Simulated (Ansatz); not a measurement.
# Chromium, beta-Sn type under RPBE: from relaxation to bulk modulus, part 2 of 2

The plan for chromium in the beta-Sn type structure: relax it, solve it on a dense k-mesh, then scale the cell to 7 volumes from 88 to 112 % of the relaxed one and try a fit of the equation of state. The start is antiferromagnetic (alternate layers). The k-meshes are 14×14×10 for the relaxation; 24×24×13 for the dense run; 17×17×9 for the volumes.

Ansatz 0.2.0; DFT, RPBE, plane waves (420 eV) with PAW, scalar-relativistic.

## Step 3: The energy on a finer k-mesh

input.yaml

```yaml
crystal:
  lattice:
    - [-1.7436364768, 1.743568799, 1.203832884]
    - [1.743568799, -1.7436364768, 1.203832884]
    - [2.8629374515, 2.8629374515, -1.203956836]
  atoms:
    - { symbol: Cr, position: [0.9999784363, 2.15637e-05, 1.0], spin: 1.5 }
    - { symbol: Cr, position: [0.7500215637, 0.2499784363, 0.5], spin: -1.5 }
hamiltonian:
  xc: rpbe
  pseudopotentials:
    kind: paw
    azcp:
      Cr: "pseudopotentials/Cr.paw.azcp"
basis:
  ecutwfc: 420
  fft_grid_basis: typed
kpoints:
  mp_grid: { grid: [24, 24, 13], shift: [0, 0, 0] }
magnetization:
  spin_polarized: true
scf:
  occupations: { method: fermi_dirac, width: 0.05 }
```

The run is started by

```console
$ ansatz run input.yaml --threads 2 --pin off --max-ram 5120MiB --backend cpu --events-out ev --progress --plain --runs-dir out
```

The log of the run (excerpt; [...] marks lines left out):

```text
Warning: RAYON_NUM_THREADS=2 ignored (pool sized by the plan → 2); use --threads N
[...]
Pseudopotentials: kind: paw
Pseudopotential: Cr, paw, valence charge 14, recommended cutoff 420 eV (normal), <dir>
Functional definition: RPBE
[...]
Crystal: 2 atoms, lattice volume = 24.037 Å³
Basis set: ecut = 420 eV, 465 PW (Γ)
Bands: 20, of which v1, the nominal top of the filled ones, is band 14 counted from 1 (13 counted from 0)
Symmetry: 2 space group operations
Space group: C2 (ITA 5), of the structure as read, at distance tolerance 2.9e-5 Å
[...]
WARN: the starting moments were not kept: the SCF closed with an absolute magnetisation of 2.0e-6 μB, where they sum to 3 μB in size (2 sites). That is at most 0.1 of that sum. Measured as dr2_m measures the in/out step, that magnetisation stands 1.4e-12 eV from none, at or under the [...]
SCF converged after 13 iterations
Magnetization: -0.0000 μB (14.0000 up, 14.0000 down)
Absolute magnetization: 0.0000 μB (∫|ρ↑−ρ↓|, with the PAW one-centre terms)
Spin contamination: 0.0000 ħ² per cell (⟨S²⟩ above its minimum at these occupations)
Per-site moments (μB) at R_I (Å): [(-7.744921999605693e-7, 0.9931621300847301), (7.708459956864669e-7, 0.9931621300847301)]
Free energy (F): -6764.078768 eV
[...]
E sigma→0 (E₀):  -6764.071875 eV
Entropy (-TS):   -0.013786 eV (-6.893 meV/atom)
Fermi energy:    18.516628 eV
[...]
--- Band table (eV; the first three rows and the last of 3914) ---
[... band rows left out ...]
[...]
```

Wall time 5.7 min (2 threads of Arm Neoverse V2, shared host); peak memory 2.6 GiB.

## Step 4: At 88 % of the relaxed volume

input.yaml

```yaml
crystal:
  lattice:
    - [-1.6708988877, 1.6708340332, 1.153613757]
    - [1.6708340332, -1.6708988877, 1.153613757]
    - [2.7435070709, 2.7435070709, -1.1537325383]
  atoms:
    - { symbol: Cr, position: [0.9999784363, 2.15637e-05, 1.0], spin: 1.5 }
    - { symbol: Cr, position: [0.7500215637, 0.2499784363, 0.5], spin: -1.5 }
hamiltonian:
  xc: rpbe
  pseudopotentials:
    kind: paw
    azcp:
      Cr: "pseudopotentials/Cr.paw.azcp"
basis:
  ecutwfc: 420
  fft_grid_basis: typed
kpoints:
  mp_grid: { grid: [17, 17, 9], shift: [0, 0, 0] }
magnetization:
  spin_polarized: true
scf:
  occupations: { method: fermi_dirac, width: 0.05 }
  lower_state_search: "off"
output:
  stress: true
```

The run is started by

```console
$ ansatz run input.yaml --threads 2 --pin off --max-ram 5120MiB --backend cpu --events-out ev --progress --plain --runs-dir out
```

The log of the run (excerpt; [...] marks lines left out):

```text
Warning: RAYON_NUM_THREADS=2 ignored (pool sized by the plan → 2); use --threads N
[...]
[... 3 set-up lines as earlier in the session ...]
[...]
Crystal: 2 atoms, lattice volume = 21.153 Å³
Basis set: ecut = 420 eV, 409 PW (Γ)
Bands: 20, of which v1, the nominal top of the filled ones, is band 14 counted from 1 (13 counted from 0)
[... 1 set-up line as earlier in the session ...]
Space group: C2 (ITA 5), of the structure as read, at distance tolerance 2.8e-5 Å
[...]
WARN: the starting moments were not kept: the SCF closed with an absolute magnetisation of 4.6e-6 μB, where they sum to 3 μB in size (2 sites). That is at most 0.1 of that sum. Measured as dr2_m measures the in/out step, that magnetisation stands 7.5e-12 eV from none, at or under the [...]
Magnetization: 0.0000 μB (14.0000 up, 14.0000 down)
Absolute magnetization: 0.0000 μB (∫|ρ↑−ρ↓|, with the PAW one-centre terms)
Spin contamination: 0.0000 ħ² per cell (⟨S²⟩ above its minimum at these occupations)
Per-site moments (μB) at R_I (Å): [(-1.5241994449019343e-6, 0.9517313502769931), (1.5886050951256657e-6, 0.9517313502769931)]
Free energy (F): -6763.769304 eV
[...]
E sigma→0 (E₀):  -6763.763056 eV
Entropy (-TS):   -0.012497 eV (-6.248 meV/atom)
Fermi energy:    21.472842 eV
[...]
--- Stress (GPa, compression-positive) ---
       38.384040       0.828399      -0.003049
        0.828399      38.384040      -0.003049
       -0.003049      -0.003049      38.115045
  P = ⅓ Tr σ = 38.2944 GPa (382.944 kbar)
```

Run time: 62 s. Hardware: 2 threads of Arm Neoverse V2, shared host; peak memory 0.81 GiB.

## Step 5: At 92 % of the relaxed volume

input.yaml: that of step 4 with these lines changed.

```diff
@@ -2,5 +2,5 @@
   lattice:
-    - [-1.6708988877, 1.6708340332, 1.153613757]
-    - [1.6708340332, -1.6708988877, 1.153613757]
-    - [2.7435070709, 2.7435070709, -1.1537325383]
+    - [-1.6958413544, 1.6957755317, 1.1708344116]
+    - [1.6957755317, -1.6958413544, 1.1708344116]
+    - [2.7844609755, 2.7844609755, -1.170954966]
   atoms:
```

The run is started by

```console
$ ansatz run input.yaml --threads 2 --pin off --max-ram 5120MiB --backend cpu --events-out ev --progress --plain --runs-dir out
```

The log of the run (excerpt; [...] marks lines left out):

```text
Warning: RAYON_NUM_THREADS=2 ignored (pool sized by the plan → 2); use --threads N
[...]
[... 3 set-up lines as earlier in the session ...]
[...]
Crystal: 2 atoms, lattice volume = 22.114 Å³
Basis set: ecut = 420 eV, 427 PW (Γ)
Bands: 20, of which v1, the nominal top of the filled ones, is band 14 counted from 1 (13 counted from 0)
[... 2 set-up lines as earlier in the session ...]
[...]
WARN: the starting moments were not kept: the SCF closed with an absolute magnetisation of 5.2e-6 μB, where they sum to 3 μB in size (2 sites). That is at most 0.1 of that sum. Measured as dr2_m measures the in/out step, that magnetisation stands 1.0e-11 eV from none, at or under the [...]
Magnetization: 0.0000 μB (14.0000 up, 14.0000 down)
Absolute magnetization: 0.0000 μB (∫|ρ↑−ρ↓|, with the PAW one-centre terms)
Spin contamination: 0.0000 ħ² per cell (⟨S²⟩ above its minimum at these occupations)
Per-site moments (μB) at R_I (Å): [(1.6171676315049256e-6, 0.9659383903332203), (-1.5965387629720513e-6, 0.9659383903332203)]
Free energy (F): -6763.951023 eV
[...]
E sigma→0 (E₀):  -6763.944553 eV
Entropy (-TS):   -0.012941 eV (-6.470 meV/atom)
Fermi energy:    20.400581 eV
[...]
--- Stress (GPa, compression-positive) ---
       22.833256       0.508558      -0.003656
        0.508558      22.833256      -0.003656
       -0.003656      -0.003656      22.779099
  P = ⅓ Tr σ = 22.8152 GPa (228.152 kbar)
```

Wall time 71 s (2 threads of Arm Neoverse V2, shared host); peak memory 0.82 GiB.

## Step 6: At 96 % of the relaxed volume

input.yaml: that of step 5 with these lines changed.

```diff
@@ -2,5 +2,5 @@
   lattice:
-    - [-1.6958413544, 1.6957755317, 1.1708344116]
-    - [1.6957755317, -1.6958413544, 1.1708344116]
-    - [2.7844609755, 2.7844609755, -1.170954966]
+    - [-1.720070933, 1.7200041698, 1.1875628776]
+    - [1.7200041698, -1.720070933, 1.1875628776]
+    - [2.8242443644, 2.8242443644, -1.1876851544]
   atoms:
@@ -26 +26,5 @@
   stress: true
+  write_density: true
+  write_potential: true
+  elf: true
+  volumetric_format: npy
```

The run is started by

```console
$ ansatz run input.yaml --threads 2 --pin off --max-ram 5120MiB --backend cpu --events-out ev --progress --plain --runs-dir out
```

The log of the run (excerpt; [...] marks lines left out):

```text
Warning: RAYON_NUM_THREADS=2 ignored (pool sized by the plan → 2); use --threads N
[...]
[... 3 set-up lines as earlier in the session ...]
[...]
Crystal: 2 atoms, lattice volume = 23.076 Å³
Basis set: ecut = 420 eV, 439 PW (Γ)
Bands: 20, of which v1, the nominal top of the filled ones, is band 14 counted from 1 (13 counted from 0)
[... 2 set-up lines as earlier in the session ...]
[...]
WARN: the starting moments were not kept: the SCF closed with an absolute magnetisation of 3.1e-6 μB, where they sum to 3 μB in size (2 sites). That is at most 0.1 of that sum. Measured as dr2_m measures the in/out step, that magnetisation stands 2.8e-12 eV from none, at or under the [...]
Spin contamination: 0.0000 ħ² per cell (⟨S²⟩ above its minimum at these occupations)
Per-site moments (μB) at R_I (Å): [(6.077444109265517e-7, 0.979739374794126), (-3.233039055194234e-7, 0.979739374794126)]
Free energy (F): -6764.048907 eV
[...]
E sigma→0 (E₀):  -6764.042265 eV
Entropy (-TS):   -0.013283 eV (-6.641 meV/atom)
Fermi energy:    19.415748 eV
[...]
--- Stress (GPa, compression-positive) ---
       10.208754       0.216159       0.001329
        0.216159      10.208754       0.001329
        0.001329       0.001329      10.313213
  P = ⅓ Tr σ = 10.2436 GPa (102.436 kbar)
--- Band table (eV; the first three rows and the last of 1386) ---
[... band rows left out ...]
[...]
```

Wall time 83 s (2 threads of Arm Neoverse V2, shared host); peak memory 0.84 GiB.

Axes a, b and c in the maps are those of this run's conventional cell (a, b, c = 2.375, 4.865, 7.988 Å).

Density in a lattice plane of the grid's cell (edges 2.38 and 7.99 Å, at 0.250 of the third edge), which holds Cr. It is the smooth density of the valence electrons, not physical close to the nuclei.

Ten even steps from '0' (0.26 e/Å³) to '9' (22.57 e/Å³):
```
00000000
00000000
00000000
02420000
16961000
02420000
00000000
00000000
00000000
00000000
00000000
00000000
00000000
00000242
10001696
00000242
00000000
00000000
00000000
00000000
```
Columns run along the first of these edges and rows up along the second, over one cell in 8 and 20 even steps from the bottom left corner. Atoms in the plane (fractional): Cr at (0.25, 0.75), Cr at (0.75, 0.25).

## Step 7: At 100 % of the relaxed volume

input.yaml: that of step 6 with these lines changed.

```diff
@@ -2,5 +2,5 @@
   lattice:
-    - [-1.720070933, 1.7200041698, 1.1875628776]
-    - [1.7200041698, -1.720070933, 1.1875628776]
-    - [2.8242443644, 2.8242443644, -1.1876851544]
+    - [-1.7436364768, 1.743568799, 1.203832884]
+    - [1.743568799, -1.7436364768, 1.203832884]
+    - [2.8629374515, 2.8629374515, -1.203956836]
   atoms:
@@ -26,5 +26 @@
   stress: true
-  write_density: true
-  write_potential: true
-  elf: true
-  volumetric_format: npy
```

The run is started by

```console
$ ansatz run input.yaml --threads 2 --pin off --max-ram 5120MiB --backend cpu --events-out ev --progress --plain --runs-dir out
```

The log of the run (excerpt; [...] marks lines left out):

```text
Warning: RAYON_NUM_THREADS=2 ignored (pool sized by the plan → 2); use --threads N
[...]
[... 3 set-up lines as earlier in the session ...]
[...]
Crystal: 2 atoms, lattice volume = 24.037 Å³
Basis set: ecut = 420 eV, 465 PW (Γ)
Bands: 20, of which v1, the nominal top of the filled ones, is band 14 counted from 1 (13 counted from 0)
[... 2 set-up lines as earlier in the session ...]
[...]
WARN: the starting moments were not kept: the SCF closed with an absolute magnetisation of 2.7e-6 μB, where they sum to 3 μB in size (2 sites). That is at most 0.1 of that sum. Measured as dr2_m measures the in/out step, that magnetisation stands 2.0e-12 eV from none, at or under the [...]
SCF converged after 24 iterations
Magnetization: -0.0000 μB (14.0000 up, 14.0000 down)
Absolute magnetization: 0.0000 μB (∫|ρ↑−ρ↓|, with the PAW one-centre terms)
Spin contamination: 0.0000 ħ² per cell (⟨S²⟩ above its minimum at these occupations)
Per-site moments (μB) at R_I (Å): [(-4.802403897993219e-7, 0.9931621300847301), (-1.9770532613459896e-7, 0.9931621300847301)]
Free energy (F): -6764.078624 eV
[...]
E sigma→0 (E₀):  -6764.071822 eV
Entropy (-TS):   -0.013604 eV (-6.802 meV/atom)
Fermi energy:    18.509236 eV
[...]
--- Stress (GPa, compression-positive) ---
       -0.058874      -0.036682       0.005732
       -0.036682      -0.058874       0.005732
        0.005732       0.005732       0.176972
  P = ⅓ Tr σ = 0.0197 GPa (0.197 kbar)
```

Run time: 1.7 min. Hardware: 2 threads of Arm Neoverse V2, shared host; peak memory 0.87 GiB.

## Step 8: At 104 % of the relaxed volume

input.yaml: that of step 7 with these lines changed.

```diff
@@ -2,5 +2,5 @@
   lattice:
-    - [-1.7436364768, 1.743568799, 1.203832884]
-    - [1.743568799, -1.7436364768, 1.203832884]
-    - [2.8629374515, 2.8629374515, -1.203956836]
+    - [-1.7665816933, 1.7665131249, 1.2196746071]
+    - [1.7665131249, -1.7665816933, 1.2196746071]
+    - [2.9006120015, 2.9006120015, -1.2198001902]
   atoms:
```

The run is started by

```console
$ ansatz run input.yaml --threads 2 --pin off --max-ram 5120MiB --backend cpu --events-out ev --progress --plain --runs-dir out
```

The log of the run (excerpt; [...] marks lines left out):

```text
Warning: RAYON_NUM_THREADS=2 ignored (pool sized by the plan → 2); use --threads N
[...]
[... 3 set-up lines as earlier in the session ...]
[...]
Crystal: 2 atoms, lattice volume = 24.998 Å³
Basis set: ecut = 420 eV, 481 PW (Γ)
Bands: 20, of which v1, the nominal top of the filled ones, is band 14 counted from 1 (13 counted from 0)
[... 2 set-up lines as earlier in the session ...]
[...]
WARN: the starting moments were not kept: the SCF closed with an absolute magnetisation of 2.1e-6 μB, where they sum to 3 μB in size (2 sites). That is at most 0.1 of that sum. Measured as dr2_m measures the in/out step, that magnetisation stands 1.9e-12 eV from none, at or under the [...]
SCF converged after 26 iterations
Magnetization: 0.0000 μB (14.0000 up, 14.0000 down)
Absolute magnetization: 0.0000 μB (∫|ρ↑−ρ↓|, with the PAW one-centre terms)
Spin contamination: 0.0000 ħ² per cell (⟨S²⟩ above its minimum at these occupations)
Per-site moments (μB) at R_I (Å): [(-2.419658709767721e-7, 1.0062315516525564), (9.257516787300322e-7, 1.0062315516525564)]
Free energy (F): -6764.052924 eV
[...]
E sigma→0 (E₀):  -6764.045940 eV
Entropy (-TS):   -0.013968 eV (-6.984 meV/atom)
Fermi energy:    17.672115 eV
[...]
--- Stress (GPa, compression-positive) ---
       -8.401118      -0.256203       0.007467
       -0.256203      -8.401118       0.007467
        0.007467       0.007467      -8.067384
  P = ⅓ Tr σ = -8.2899 GPa (-82.899 kbar)
```

Wall time 98 s (2 threads of Arm Neoverse V2, shared host); peak memory 0.89 GiB.

## Step 9: At 108 % of the relaxed volume

input.yaml: that of step 8 with these lines changed.

```diff
@@ -2,5 +2,5 @@
   lattice:
-    - [-1.7665816933, 1.7665131249, 1.2196746071]
-    - [1.7665131249, -1.7665816933, 1.2196746071]
-    - [2.9006120015, 2.9006120015, -1.2198001902]
+    - [-1.7889458611, 1.7888764246, 1.2351151653]
+    - [1.7888764246, -1.7889458611, 1.2351151653]
+    - [2.9373325073, 2.9373325073, -1.2352423383]
   atoms:
```

The run is started by

```console
$ ansatz run input.yaml --threads 2 --pin off --max-ram 5120MiB --backend cpu --events-out ev --progress --plain --runs-dir out
```

The log of the run (excerpt; [...] marks lines left out):

```text
Warning: RAYON_NUM_THREADS=2 ignored (pool sized by the plan → 2); use --threads N
[...]
[... 3 set-up lines as earlier in the session ...]
[...]
Crystal: 2 atoms, lattice volume = 25.960 Å³
Basis set: ecut = 420 eV, 509 PW (Γ)
Bands: 20, of which v1, the nominal top of the filled ones, is band 14 counted from 1 (13 counted from 0)
[... 1 set-up line as earlier in the session ...]
Space group: C2 (ITA 5), of the structure as read, at distance tolerance 3.0e-5 Å
[...]
WARN: the starting moments were not kept: the SCF closed with an absolute magnetisation of 1.1e-5 μB, where they sum to 3 μB in size (2 sites). That is at most 0.1 of that sum. Measured as dr2_m measures the in/out step, that magnetisation stands 5.4e-11 eV from none, at or under the [...]
SCF converged after 26 iterations
Magnetization: -0.0000 μB (14.0000 up, 14.0000 down)
Absolute magnetization: 0.0000 μB (∫|ρ↑−ρ↓|, with the PAW one-centre terms)
Spin contamination: 0.0000 ħ² per cell (⟨S²⟩ above its minimum at these occupations)
Per-site moments (μB) at R_I (Å): [(4.552097349211742e-6, 1.018970012177623), (-4.696852558447996e-6, 1.018970012177623)]
Free energy (F): -6763.982218 eV
[...]
E sigma→0 (E₀):  -6763.975025 eV
Entropy (-TS):   -0.014386 eV (-7.193 meV/atom)
Fermi energy:    16.896430 eV
[...]
--- Stress (GPa, compression-positive) ---
      -15.163025      -0.453272       0.007463
       -0.453272     -15.163025       0.007463
        0.007463       0.007463     -14.770049
  P = ⅓ Tr σ = -15.0320 GPa (-150.320 kbar)
```

Wall time 1.7 min (2 threads of Arm Neoverse V2, shared host); peak memory 0.91 GiB.

## Step 10: At 112 % of the relaxed volume

input.yaml: that of step 9 with these lines changed.

```diff
@@ -2,5 +2,5 @@
   lattice:
-    - [-1.7889458611, 1.7888764246, 1.2351151653]
-    - [1.7888764246, -1.7889458611, 1.2351151653]
-    - [2.9373325073, 2.9373325073, -1.2352423383]
+    - [-1.8107644243, 1.810694141, 1.25017903]
+    - [1.810694141, -1.8107644243, 1.25017903]
+    - [2.9731571662, 2.9731571662, -1.250307754]
   atoms:
```

The run is started by

```console
$ ansatz run input.yaml --threads 2 --pin off --max-ram 5120MiB --backend cpu --events-out ev --progress --plain --runs-dir out
```

The log of the run (excerpt; [...] marks lines left out):

```text
Warning: RAYON_NUM_THREADS=2 ignored (pool sized by the plan → 2); use --threads N
[...]
[... 3 set-up lines as earlier in the session ...]
[...]
Crystal: 2 atoms, lattice volume = 26.921 Å³
Basis set: ecut = 420 eV, 535 PW (Γ)
Bands: 20, of which v1, the nominal top of the filled ones, is band 14 counted from 1 (13 counted from 0)
[... 2 set-up lines as earlier in the session ...]
[...]
WARN: the starting moments were not kept: the SCF closed with an absolute magnetisation of 6.2e-5 μB, where they sum to 3 μB in size (2 sites). That is at most 0.1 of that sum. Measured as dr2_m measures the in/out step, that magnetisation stands 1.9e-9 eV from none, at or under the [...]
Magnetization: 0.0000 μB (14.0000 up, 14.0000 down)
Absolute magnetization: 0.0001 μB (∫|ρ↑−ρ↓|, with the PAW one-centre terms)
Spin contamination: 0.0000 ħ² per cell (⟨S²⟩ above its minimum at these occupations)
Per-site moments (μB) at R_I (Å): [(2.8949273177073824e-5, 1.0313977005649408), (-2.8408153136309148e-5, 1.0313977005649408)]
Free energy (F): -6763.875041 eV
[...]
E sigma→0 (E₀):  -6763.867614 eV
Entropy (-TS):   -0.014854 eV (-7.427 meV/atom)
Fermi energy:    16.175459 eV
[...]
--- Stress (GPa, compression-positive) ---
      -20.626223      -0.634037       0.006630
       -0.634037     -20.626223       0.006630
        0.006630       0.006630     -20.205847
  P = ⅓ Tr σ = -20.4861 GPa (-204.861 kbar)
```

It took 1.8 min on 2 threads of Arm Neoverse V2, shared host; peak memory 0.93 GiB.

## Step 11: Energy and pressure against volume

The cell was scaled evenly, with its shape and the fractional positions fixed.

| V (Å³/atom) | E − E₀ (meV/atom) | P from the stress (GPa) | P from the fit (GPa) |
| --- | --- | --- | --- |
| 10.576 | 154.3 | 38.29 | 38.31 |
| 11.057 | 63.6 | 22.82 | 22.77 |
| 11.538 | 14.7 | 10.24 | 10.20 |
| 12.019 | 0.0 | 0.02 | -0.01 |
| 12.499 | 12.9 | -8.29 | -8.31 |
| 12.980 | 48.4 | -15.03 | -15.07 |
| 13.461 | 102.1 | -20.49 | -20.58 |

A third-order Birch-Murnaghan fit gives V₀ = 12.018 Å³/atom, B₀ = 230 GPa and B₀′ = 4.2; it misses no point by more than 0.04 meV/atom.

## Step 12: Results

What follows sums up all 2 parts.

| quantity | value |
| --- | --- |
| space group (spins left aside) | Fddd (No. 70) |
| conventional cell | a = 2.408 Å, b = 4.932 Å, c = 8.098 Å |
| volume | 12.019 Å³/atom |
| shortest distance | 2.408 Å |
| gap on the mesh | none (levels filled in part) |
| magnetic state | non-magnetic |
| relative to bcc, antiferromagnetic | +228 meV/atom |
| V₀, B₀, B₀′ | 12.018 Å³/atom, 230 GPa, 4.2 |

In words: From the guessed start the volume shrank by 4.6 % in 22 steps. What began as beta-Sn type has relaxed into Fddd. What follows belongs to that structure, not to the type named at the start. The mesh has less symmetry than the lattice, which may have let the distortion in. It lies 228 meV/atom above the element's reference form at the same level (bcc, antiferromagnetic, from a run of its own); part of this is magnetic energy, as this run has no moments. The moments die out: the run ends non-magnetic. Levels at the Fermi energy are filled in part, as in a metal. The fitted modulus is 230 GPa; letting shape and positions relax at each volume could only lower it.
